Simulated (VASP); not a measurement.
# MgO (P-6m2) in VASP: further runs

Runs on MgO. Level: PBE. Tasks: G0W0 quasiparticle levels.

Everything below comes from runs of VASP 6.6.1. Logs are shortened: lines on timing, memory, paths and dates and some standing lists are left out, and cuts for length are marked.

### 1 The structure

It takes space group P-6m2 (No. 187, hexagonal). Conventional cell: a = 2.938 Å, b = 2.938 Å, c = 2.680 Å, α = 90.00°, β = 90.00°, γ = 120.00°. Around Mg (site symmetry -6m2) lie 6 O at 2.16 Å. Around O (site symmetry -6m2) lie 6 Mg at 2.16 Å.

Measurements of this composition are mostly on another form, of space group No. 225.

### 2 G0W0 quasiparticle levels, PBE

Input file POSCAR:

```
MgO
1.0
    2.9380209034      0.0000000000      0.0000000000
   -1.4690104517      2.5444007392      0.0000000000
    0.0000000000      0.0000000000      2.6796800000
Mg O
1 1
Direct
    0.0000000000      0.0000000000      0.0000000000
    0.3333333333      0.6666666667      0.5000000000
```

Input file INCAR.step1:

```
SYSTEM = MgO
PREC = Accurate
ENCUT = 450
EDIFF = 1E-8
ISMEAR = 0
SIGMA = 0.01
LREAL = .False.
LASPH = .True.
NELM = 60
ALGO = Fast
LWAVE = .True.
LCHARG = .False.
GGA = PE
```

Input file INCAR.step2:

```
SYSTEM = MgO
PREC = Accurate
ENCUT = 450
EDIFF = 1E-8
ISMEAR = 0
SIGMA = 0.01
LREAL = .False.
LASPH = .True.
NELM = 1
ALGO = Exact
LWAVE = .True.
LCHARG = .False.
GGA = PE
NBANDS = 52
LOPTICS = .True.
ISTART = 1
```

Input file INCAR.step3:

```
SYSTEM = MgO
PREC = Accurate
ENCUT = 450
EDIFF = 1E-8
ISMEAR = 0
SIGMA = 0.01
LREAL = .False.
LASPH = .True.
ALGO = EVGW0
LWAVE = .False.
LCHARG = .False.
GGA = PE
NELMGW = 1
NBANDS = 52
ENCUTGW = 150
NOMEGA = 24
PRECFOCK = Fast
ISTART = 1
NBANDSGW = 12
```

Input file KPOINTS:

```
regular mesh
0
Gamma
  3 3 3
  0 0 0
```

Potentials or basis: VASP PAW PBE potentials, release 64 (Mg_GW, O_GW).

Command:

```bash
> cat potpaw_PBE.64/Mg_GW/POTCAR potpaw_PBE.64/O_GW/POTCAR > POTCAR
> cp INCAR.step1 INCAR
> mpirun -np 1 vasp_std > vasp.out
> cp INCAR.step2 INCAR
> mpirun -np 1 vasp_std > vasp.out
> cp INCAR.step3 INCAR
> mpirun -np 1 vasp_std > vasp.out
```

OUTCAR:

```text
SYSTEM = MgO
   PREC = Accurate
   ENCUT = 450
   EDIFF = 1E-8
   ISMEAR = 0
   LREAL = .False.
   LASPH = .True.
   GGA = PE
   NELMGW = 1
   ENCUTGW = 150
   PRECFOCK = Fast
   ISTART = 1

 Found      6 irreducible k-points:

 Following reciprocal coordinates:
            Coordinates               Weight
  0.000000  0.000000  0.000000      1.000000
  0.333333  0.000000  0.000000      6.000000
  0.333333  0.333333  0.000000      2.000000
  0.000000  0.000000  0.333333      2.000000
  0.333333  0.000000  0.333333     12.000000
  0.333333  0.333333  0.333333      4.000000
   k-points           NKPTS =      6   k-points in BZ     NKDIM =     27   number of bands    NBANDS=     52
   number of dos      NEDOS =    301   number of ions     NIONS =      2
   total plane-waves  NPLWV =   8000
   dimension x,y,z NGX =    20 NGY =   20 NGZ =   20
   dimension x,y,z NGXF=    40 NGYF=   40 NGZF=   40
   ions per type =               1   1
   NGX,Y,Z   is equivalent  to a cutoff of  11.32, 11.32, 12.41 a.u.
   NGXF,Y,Z  is equivalent  to a cutoff of  22.63, 22.63, 24.82 a.u.
 SYSTEM =  MgO
   PREC   = accura    normal or accurate (medium, high low for compatibility)
   ISTART =      1    job   : 0-new  1-cont  2-samecut
   ICHARG =      0    charge: 1-file 2-atom 10-const
   ISPIN  =      1    spin polarized calculation?
   LNONCOLLINEAR =      F non collinear calculations
   LSORBIT =      F    spin-orbit coupling
   LASPH  =      T    aspherical Exc in radial PAW
   ENCUT  =  450.0 eV  33.07 Ry    5.75 a.u.   5.08  5.08  4.63*2*pi/ulx,y,z
   NELM   =     60;   NELMIN=  2; NELMDL=  0     # of ELM steps
   EDIFF  = 0.1E-07   stopping-criterion for ELM
   LREAL  =      F    real-space projection
   EDIFFG = 0.1E-06   stopping-criterion for IOM
   NSW    =      0    number of steps for IOM
   IBRION =     -1    ionic relax: 0-MD 1-quasi-New 2-CG
   NFREE  =      0    steps in history (QN), initial steepest desc. (CG)
   ISIF   =      0    stress and relaxation
   ISYM   =      3    0-nonsym 1-usesym 2-fastsym
   POTIM  = 0.5000    time-step for ionic-motion
   TEBEG  =    0.0;   TEEND  =   0.0 temperature during run
   PSTRESS=    0.0 pullay stress
   NELECT =       8.0000    total number of electrons
   NUPDOWN=      -1.0000    fix difference up-down
   EMIN   =  10.00;   EMAX   =-10.00  energy-range for DOS
   EFERMI =   0.00;   METHOD = LEGACY
   ISMEAR =     0;   SIGMA  =   0.01  broadening in eV -4-tet -1-fermi 0-gaus
   EFERMI_NEDOS =   21; number of points for ismear=-14 and -15
   IALGO  =     38    algorithm
   IMIX   =      4    mixing-type and parameters
     AMIX     =   0.40;   BMIX     =  1.00
     AMIX_MAG =   1.60;   BMIX_MAG =  1.00
  volume/ion in A,a.u.               =      10.02        67.59
  Fermi-wavevector in a.u.,A,eV,Ry     =   1.205583  2.278221 19.775115  1.453430
  Thomas-Fermi vector in A             =   2.341275
   LORBIT       =      0    0 simple, 1 ext, 2 COOP (PROOUT), +10 PAW based schemes
   GGA     = PE    functional components
   LHFCALC =     T    Hartree Fock is set to
   PRECFOCK=fast      Normal, Fast or Accurate (Low or Medium for compatibility)
   ENCUT4O =  -1.0   cutoff for four orbital integrals eV
   NKREDX  =     1    reduce k-point grid by
   NKREDY  =     1    reduce k-point grid by
   NKREDZ  =     1    reduce k-point grid by
   AEXX    =    1.0000 exact exchange contribution
   HFSCREEN=    0.0000 screening length (either q_TF or 0.3 A-1)
   HFSCREENC=   0.0000 screening length for correlation (either q_TF or 0.3 A-1)
   ENCUTFOCK=  -1.0 apply spherical cutoff to Coloumb kernel
   IVDW    =     0    specifies the selected vdW correction
   LEPSILON=     F    determine dielectric tensor
   LRPA    =     F    only Hartree local field effects (RPA)
   LRPAFORCE           =     F    calculate RPA forces
   ENCUTGW             = 150.0    cutoff for response function in eV
   ENCUTGWSOFT         = 120.0    soft cutoff for Coulomb kernel in GW response function in eV
   ENCUTLF             =  -1.0    cutoff for local field effects
   NELMGW              =     1    number of iterations in solving QP/BSE equation
   NELMHF              =     1    number of iterations in the inner HF iteration
   NKREDLFX            =     1    NKREDLFY  =   1   NKREDLFZ  =   1
 non-spin polarized calculation
 Gauss-broadening in eV      SIGMA  =   0.01
  energy-cutoff  :      450.00
  volume of cell :       20.03
 maximum number of plane-waves:       447
  NGX = 12; NGY = 12; NGZ = 10
   NGX = 11   NGY = 11   NGZ =  9
 maximum number of plane-waves:        93

 QP shifts <psi_nk| G(iteration)W_0 |psi_nk>: iteration 1
 for sc-GW calculations column KS-energies equals QP-energies in previous step
 and V_xc(KS)=  KS-energies - (<T + V_ion + V_H > + <T+V_H+V_ion>^1  + <V_x>^1)

 k-point   1 :       0.0000    0.0000    0.0000
  band No.  KS-energies  QP-energies   sigma(KS)   V_xc(KS)     V^pw_x(r,r')   Z            occupation Imag(sigma)

      1     -14.0514     -15.3026     -20.0271     -18.1185     -29.8309       0.6556       2.0000       1.1885
      2       2.7905       2.3786     -19.7201     -19.1490     -24.8620       0.7214       2.0000      -0.0091
      3       2.7905       2.3786     -19.7201     -19.1490     -24.8620       0.7214       2.0000      -0.0091
      4       2.9934       2.4852     -19.9396     -19.2553     -25.0520       0.7425       2.0000      -0.1332
      5       6.3348       7.4004      -9.8659     -11.1969      -6.4452       0.8006       0.0000      -0.0930
      6      15.1989      16.3557      -7.4338      -8.9289      -3.1427       0.7737       0.0000      -0.1853
      7      18.8451      20.0126      -7.2773      -8.7582      -2.6576       0.7884       0.0000      -0.3226
      8      18.8451      20.0126      -7.2773      -8.7582      -2.6576       0.7884       0.0000      -0.3226
      9      23.1418      24.1434      -7.1879      -8.4528      -2.0767       0.7918       0.0000      -0.7523
     10      24.1055      25.5660      -9.0450     -10.9707      -3.4194       0.7584       0.0000      -0.7860
     11      25.7686      27.2843      -9.1808     -11.2092      -3.4218       0.7472       0.0000      -0.9288
     12      25.7686      27.2843      -9.1808     -11.2092      -3.4218       0.7472       0.0000      -0.9288

 k-point   2 :       0.3333    0.0000    0.0000
  band No.  KS-energies  QP-energies   sigma(KS)   V_xc(KS)     V^pw_x(r,r')   Z            occupation Imag(sigma)

      1     -13.3016     -14.5363     -20.7976     -18.9230     -30.5231       0.6587       2.0000       1.0653
      2      -0.6933      -1.5221     -16.1565     -14.9984     -21.1861       0.7156       2.0000       0.1059
      3       2.2382       1.7439     -19.1670     -18.4795     -24.3327       0.7191       2.0000       0.0128
      4       3.2573       2.8084     -20.2389     -19.6329     -25.3549       0.7407       2.0000      -0.1682
      5       9.4490      10.6452      -9.9635     -11.4787      -6.3493       0.7895       0.0000      -0.1959
      6      13.8168      15.1944      -9.5939     -11.4007      -5.3661       0.7625       0.0000      -0.2897
      7      17.0286      18.3535      -9.2997     -11.0204      -4.7354       0.7700       0.0000      -0.2848
      8      20.6299      22.0700      -8.9628     -10.8127      -3.7298       0.7785       0.0000      -0.5460
      9      22.6502      24.0588      -7.7407      -9.5500      -2.8800       0.7785       0.0000      -0.4121
     10      24.2612      25.4164      -7.5671      -9.0559      -2.2680       0.7759       0.0000      -0.6748
     11      28.4014      29.7836      -7.9971      -9.7557      -2.5303       0.7860       0.0000      -0.8622
     12      28.6775      30.1342      -7.9588      -9.7897      -2.3205       0.7956       0.0000      -0.9566

 k-point   3 :       0.3333    0.3333    0.0000
  band No.  KS-energies  QP-energies   sigma(KS)   V_xc(KS)     V^pw_x(r,r')   Z            occupation Imag(sigma)

      1     -12.8757     -14.0945     -21.2930     -19.4571     -31.0034       0.6639       2.0000       0.9892
      2      -0.3232      -1.0933     -16.5656     -15.4963     -21.7024       0.7202       2.0000       0.0932
      3      -0.3058      -1.1513     -16.1548     -14.9803     -21.1313       0.7200       2.0000       0.0866
      4       3.4002       2.9711     -20.4314     -19.8525     -25.5387       0.7414       2.0000      -0.1920
      5      11.8025      13.0890     -11.1380     -12.8228      -7.2643       0.7636       0.0000      -0.3336
      6      14.6286      16.4128     -11.9388     -14.3123      -7.7292       0.7517       0.0000      -0.3783
      7      14.8407      16.0769      -9.4522     -11.0921      -4.8843       0.7538       0.0000      -0.3132
      8      22.7664      23.9852      -7.2161      -8.7763      -2.5363       0.7812       0.0000      -0.3517
      9      23.0114      24.0523      -7.0598      -8.4183      -1.7510       0.7662       0.0000      -0.5925
     10      24.3210      25.9124      -7.4948      -9.5393      -2.5749       0.7784       0.0000      -0.4549
     11      24.5227      25.7087      -7.6464      -9.1382      -2.5427       0.7949       0.0000      -0.6494
     12      26.4846      27.6866      -7.3061      -8.8506      -2.0928       0.7783       0.0000      -0.6717
[... 311 lines left out ...]
 k-point   5 :       0.3333    0.0000    0.3333
  band No. old QP-enery  QP-energies   sigma(KS)   T+V_ion+V_H  V^pw_x(r,r')   Z            occupation Imag(sigma)

      1     -14.3003     -14.3251     -21.1500       6.8117     -30.9950       0.6526       2.0000       1.1262
      2      -1.1179      -1.1270     -16.8020      15.6715     -21.9801       0.7174       2.0000       0.0827
      3      -0.3748      -0.3836     -17.4805      17.0934     -22.7863       0.7215       2.0000       0.0282
      4       2.0476       2.0423     -19.5115      21.5518     -24.7013       0.7131       2.0000      -0.0131
      5      11.6021      11.6072      -9.4777      21.0863      -5.6756       0.7797       0.0000      -0.2587
      6      15.6140      15.6203      -8.8390      24.4612      -4.4558       0.7639       0.0000      -0.2864
      7      19.4097      19.4236     -10.6009      30.0282      -5.6905       0.7895       0.0000      -0.3844
      8      20.9066      20.9188      -9.4993      30.4215      -4.6200       0.7830       0.0000      -0.4169
      9      21.0600      21.0696      -7.7846      28.8569      -2.9784       0.7785       0.0000      -0.3721
     10      26.1673      26.1752      -7.9615      34.1389      -2.5769       0.7863       0.0000      -0.7106
     11      26.6414      26.6487      -8.5942      35.2450      -3.3095       0.7797       0.0000      -0.6697
     12      33.0433      33.0487      -7.3308      40.3807      -1.7014       0.8156       0.0000      -1.0985

 k-point   6 :       0.3333    0.3333    0.3333
  band No. old QP-enery  QP-energies   sigma(KS)   T+V_ion+V_H  V^pw_x(r,r')   Z            occupation Imag(sigma)

      1     -13.9429     -13.9674     -21.5383       7.5581     -31.3587       0.6564       2.0000       1.0843
      2      -0.3055      -0.3128     -17.2834      16.9677     -22.5381       0.7184       2.0000       0.0341
      3      -0.3189      -0.3269     -17.1320      16.8021     -22.3246       0.7243       2.0000       0.0316
      4      -0.2352      -0.2467     -18.0655      17.8146     -23.4321       0.7291       2.0000      -0.0097
      5      11.4891      11.4953      -8.0091      19.5061      -4.0414       0.7904       0.0000      -0.2127
      6      16.1144      16.1218      -9.1249      25.2489      -4.8303       0.7717       0.0000      -0.2704
      7      18.9972      19.0091      -9.5025      28.5149      -4.7143       0.7824       0.0000      -0.3386
      8      20.0945      20.1075      -9.9517      30.0625      -5.1345       0.7991       0.0000      -0.3860
      9      20.6994      20.7132     -11.2291      31.9466      -6.0926       0.7657       0.0000      -0.4649
     10      26.2522      26.2616      -9.2069      35.4710      -3.6880       0.7898       0.0000      -0.6760
     11      31.2377      31.2444      -7.9402      39.1864      -2.3428       0.7931       0.0000      -0.9026
     12      32.2629      32.2683      -7.0460      39.3156      -1.5206       0.8198       0.0000      -0.9887
```

Wall time 13 s (1 thread of Intel Xeon 6975P-C (Granite Rapids), shared host); peak memory 0.14 GiB.

These settings aren't checked as converged: the numbers below hold their error.

What came out:

- Band gap on the k mesh, mean-field level: 2.93 eV, indirect (least direct gap 3.34 eV)
- Quasiparticle gap: 4.43 eV

Caveat: the k mesh is coarse (spacing up to 0.82 Å⁻¹), so the values aren't converged; bands, screening cutoff and mesh are small and nothing is extrapolated, so the quasiparticle values aren't converged; the log holds further tables after the one-shot step; the gap given is that of the first; an odd mesh through Γ misses points on the zone boundary, where band edges often lie.

### 3 G0W0 quasiparticle levels, PBE

POSCAR is that of step 2.

Input file INCAR.step1:

```
PREC = Accurate
ENCUT = 450
EDIFF = 1E-8
ISMEAR = 0
SIGMA = 0.01
LREAL = False
LASPH = True
NELM = 100
ALGO = Normal
LWAVE = True
LCHARG = False
GGA = PE
```

Input file INCAR.step2:

```
PREC = Accurate
ENCUT = 450
EDIFF = 1E-8
ISMEAR = 0
SIGMA = 0.01
LREAL = False
LASPH = True
NELM = 1
ALGO = Exact
LWAVE = True
LCHARG = False
GGA = PE
NBANDS = 52
LOPTICS = True
ISTART = 1
```

Input file INCAR.step3:

```
PREC = Accurate
ENCUT = 450
EDIFF = 1E-8
ISMEAR = 0
SIGMA = 0.01
LREAL = False
LASPH = True
ALGO = EVGW0
LWAVE = False
LCHARG = False
GGA = PE
NELMGW = 1
NBANDS = 52
ENCUTGW = 150
NOMEGA = 12
PRECFOCK = Fast
ISTART = 1
NBANDSGW = 12
```

Input file KPOINTS:

```
Automatic mesh
0
Gamma
  3 3 3
```

Potentials or basis: VASP PAW PBE potentials, release 64 (Mg_GW, O_GW).

Command:

```bash
> cat potpaw_PBE.64/Mg_GW/POTCAR potpaw_PBE.64/O_GW/POTCAR > POTCAR
> cp INCAR.step1 INCAR
> mpirun -np 1 vasp_std > vasp.out
> cp INCAR.step2 INCAR
> mpirun -np 1 vasp_std > vasp.out
> cp INCAR.step3 INCAR
> mpirun -np 1 vasp_std > vasp.out
```

OUTCAR:

```text
PREC = Accurate
   ENCUT = 450
   EDIFF = 1E-8
   ISMEAR = 0
   LREAL = False
   LASPH = True
   GGA = PE
   NELMGW = 1
   ENCUTGW = 150
   PRECFOCK = Fast
   ISTART = 1

 Found      6 irreducible k-points:

 Following reciprocal coordinates:
            Coordinates               Weight
  0.000000  0.000000  0.000000      1.000000
[... 86 lines left out ...]
      2       2.7905       1.4880     -20.9206     -19.1489     -24.8620       0.7352       2.0000      -1.0284
      3       2.7905       1.4880     -20.9206     -19.1489     -24.8620       0.7352       2.0000      -1.0284
      4       2.9934       1.7140     -21.0160     -19.2552     -25.0520       0.7266       2.0000      -0.9432
      5       6.3348       7.1801     -10.0883     -11.1969      -6.4452       0.7625       0.0000      -0.5864
      6      15.1989      16.2384      -7.6328      -8.9289      -3.1427       0.8020       0.0000      -0.6630
      7      18.8451      19.9208      -7.3943      -8.7582      -2.6576       0.7887       0.0000      -0.7890
      8      18.8451      19.9208      -7.3943      -8.7582      -2.6576       0.7887       0.0000      -0.7890
      9      23.1418      24.0382      -7.3511      -8.4528      -2.0767       0.8137       0.0000      -1.2266
     10      24.1055      25.4712      -9.1633     -10.9707      -3.4194       0.7556       0.0000      -1.0680
     11      25.7686      27.1965      -9.3385     -11.2092      -3.4219       0.7633       0.0000      -1.1075
     12      25.7686      27.1965      -9.3385     -11.2092      -3.4219       0.7633       0.0000      -1.1075
[... 362 lines left out ...]
      1     -15.0709     -15.1214     -22.7040       7.5581     -31.3587       0.6730       2.0000       0.1992
      2      -1.3170      -1.3396     -18.3153      16.9676     -22.5381       0.7363       2.0000      -0.9448
      3      -1.2929      -1.3149     -18.1249      16.8020     -22.3246       0.7342       2.0000      -0.9358
      4      -1.0756      -1.0948     -18.9169      17.8146     -23.4320       0.7197       2.0000      -0.7970
      5      11.3290      11.3368      -8.1673      19.5061      -4.0414       0.7979       0.0000      -0.5994
      6      15.9718      15.9791      -9.2675      25.2488      -4.8303       0.7672       0.0000      -0.6802
      7      18.8029      18.8096      -9.7030      28.5149      -4.7143       0.7486       0.0000      -0.7795
      8      19.7726      19.7772     -10.2838      30.0625      -5.1345       0.7533       0.0000      -0.8468
      9      20.3779      20.3868     -11.5568      31.9465      -6.0926       0.7528       0.0000      -0.7827
     10      26.2261      26.2354      -9.2330      35.4710      -3.6880       0.7801       0.0000      -0.8715
     11      31.2402      31.2480      -7.9363      39.1864      -2.3428       0.7823       0.0000      -1.0593
     12      32.3674      32.3729      -6.9413      39.3156      -1.5206       0.8094       0.0000      -1.2389
```

It took 15 s on 1 thread of AMD EPYC 9R45 (Zen 5), shared host; peak memory 0.12 GiB.

These settings aren't checked as converged: the numbers below hold their error.

Results:

```yaml
Band_gap_on_the_k_mesh_mean-field_level: 2.93 eV, indirect (least direct gap 3.34 eV)
Quasiparticle_gap: 5.05 eV
```

Caveat: the k mesh is coarse (spacing up to 0.82 Å⁻¹), so the values aren't converged; bands, screening cutoff and mesh are small and nothing is extrapolated, so the quasiparticle values aren't converged; the log holds further tables after the one-shot step; the gap given is that of the first; an odd mesh through Γ misses points on the zone boundary, where band edges often lie.
